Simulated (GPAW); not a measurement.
## Ti3Al: band structure with LDA

Ti3Al:

```
Ti Al
1.0
     0.00000    3.23178    3.23178
     3.23178    0.00000    3.23178
     3.23178    3.23178    0.00000
Ti Al
3 1
Direct
  0.00000 0.00000 0.00000
  0.25000 0.25000 0.25000
  0.75000 0.75000 0.75000
  0.50000 0.50000 0.50000
```

The cell comes from a database or a generator and needn't be the stable form of this composition.

```
Program             : GPAW 26.7.0
Task                : band structure
Functional          : LDA
Potentials or basis : the program's PAW data sets (release 1.2.1) made for this functional
Cutoff              : 600 eV
Basis               : pw
k mesh              : 7 × 7 × 7
Occupations         : fermi-dirac, width 0.05 eV
Spin                : no spin polarisation
Maxiter             : 150
Band path           : GXWKGLUWLK,UX
Band points         : 60
```

```yaml
Pressure: -8.9 GPa
Band_gap_along_the_path: none (metal or under the smearing width)
```

Levels at the corners of the path, in eV from the Fermi level:
```tsv
point	band 17	band 18	band 19	band 20	band 21	band 22
Γ	-1.63	-1.63	0.03	0.03	0.03	2.23
X	-0.57	-0.57	-0.11	-0.11	-0.11	1.11
W	-0.99	-0.27	-0.27	0.07	0.62	0.62
K	-1.19	-0.38	-0.09	0.15	0.42	0.67
Γ	-1.63	-1.63	0.03	0.03	0.03	2.23
L	-0.38	-0.31	-0.31	-0.04	-0.04	0.77
U	-1.19	-0.38	-0.09	0.15	0.42	0.67
W	-0.99	-0.27	-0.27	0.07	0.62	0.62
L	-0.38	-0.31	-0.31	-0.04	-0.04	0.77
K	-1.19	-0.38	-0.09	0.15	0.42	0.67
U	-1.19	-0.38	-0.09	0.15	0.42	0.67
X	-0.57	-0.57	-0.11	-0.11	-0.11	1.11
```

It took 100 s on 1 thread of Arm Neoverse V2, on a shared host, peak memory 0.39 GiB.
